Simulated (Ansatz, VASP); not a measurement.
## Two plane-wave programs on CuI

```xyz
4
Lattice="4.1704 0.0000 0.0000 0.0000 4.1704 0.0000 0.0000 0.0000 6.6800" Properties=species:S:1:pos:R:3 pbc="T T T"
I     0.0000    2.0852    4.9634
I     2.0852    0.0000    1.7165
Cu    0.0000    0.0000    0.0000
Cu    2.0852    2.0852    0.0000
```

Change from the starting cell: volume scaled by 1.06.

Alike in both runs: task single point; functional PBE; k mesh 7 × 7 × 4; occupations fermi-dirac, width 0.05 eV; no spin polarisation.

|  | VASP | Ansatz |
| --- | --- | --- |
| version | VASP 6.6.1 | Ansatz 0.2.0 |
| potentials or method | VASP PAW PBE potentials, release 64 (I, Cu) | Ansatz PAW |
| plane-wave cutoff (eV) | 520 | 420 |
| valence electrons in the cell | 36 | 72 |

VASP gave:

| Quantity | Value |
| --- | --- |
| gap on the k mesh at the Fermi level (eV) | 1.52 |
| least direct gap on the mesh (eV) | 1.52 |
| pressure (GPa) | -1.0 |
| largest component of the traceless stress (GPa) | 0.06 |
| rms of the force components (eV/Å) | 0.125 |

Q: What did Ansatz give for the same quantities?

A: gap on the k mesh at the Fermi level (eV): 1.51; least direct gap on the mesh (eV): 1.51; pressure (GPa): -1.0; largest component of the traceless stress (GPa): 0.08; rms of the force components (eV/Å): 0.128.

Atom by atom the forces differ by 0.003 eV/Å (rms over components). With one functional, cell and mesh, what is left measures potentials, basis and numerics. The two sets of potentials don't hold the same shells in valence.

Caveats: spin-orbit coupling is left out, which moves the levels of the heavy elements; this functional lacks dispersion, which binds the layers, so the pressure and a relaxed spacing across them are unreliable; odd divisions of the mesh miss points on the zone boundary, where band edges often lie, so the gap on the mesh can be too wide (Ansatz).
